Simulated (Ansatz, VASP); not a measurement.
**PbO: VASP beside Ansatz**

INCAR

```
PREC = Accurate
ENCUT = 520
EDIFF = 1E-6
ISMEAR = -1
SIGMA = 0.05
LREAL = False
LASPH = True
NELM = 60
ALGO = Normal
ISIF = 2
LWAVE = False
LCHARG = False
GGA = PE
NBANDS = 28
```

File KPOINTS:

```
regular mesh
0
Gamma
  9 9 5
```

POSCAR

```
PbO
1.0
    3.4388394648      0.0000000000      0.0000000000
   -1.7194197324      2.9781223361      0.0000000000
    0.0000000000      0.0000000000      6.3984900008
Pb O
2 2
Direct
    0.0000000000      0.0000000000      0.0000000000
    0.0000000000      0.0000000000      0.5000000000
    0.3333333333      0.6666666667      0.2500000000
    0.6666666667      0.3333333333      0.7500000000
```

Input for Ansatz:

```yaml
crystal:
  lattice:
    - [3.4388394648, 0.0, 0.0]
    - [-1.7194197324, 2.9781223361, 0.0]
    - [0.0, 0.0, 6.3984900008]
  atoms:
    - { symbol: Pb, position: [0.0, 0.0, 0.0] }
    - { symbol: Pb, position: [0.0, 0.0, 0.5] }
    - { symbol: O, position: [0.3333333333, 0.6666666667, 0.25] }
    - { symbol: O, position: [0.6666666667, 0.3333333333, 0.75] }
kpoints:
  mp_grid: { grid: [9, 9, 5] }
scf:
  occupations: { method: fermi_dirac, width: 0.05 }
hamiltonian:
  xc: pbe
  pseudopotentials: { kind: all_electron, lapw: { basis_error: 0.0005 } }
output:
  forces: true
  stress: true
  eigenvalues: true
  populations: true
```

Alike in both runs: task single point; functional PBE; k mesh 9 × 9 × 5; occupations fermi-dirac, width 0.05 eV; no spin polarisation.

|  | VASP | Ansatz |
| --- | --- | --- |
| version | VASP 6.6.1 | Ansatz 0.2.0 |
| potentials or method | VASP PAW PBE potentials, release 64 (Pb_d, O) | all-electron LAPW, scalar-relativistic |
| plane-wave cutoff (eV) | 520 | see its input |

|  | VASP | Ansatz | Ansatz less VASP |
| --- | --- | --- | --- |
| pressure (GPa) | 12.0 | 12.0 | +0.05 |

Ansatz ran all-electron here, so the differences hold the error of VASP's frozen core and of both bases.

The runs have no spin-orbit coupling, so splittings on Pb are missing.
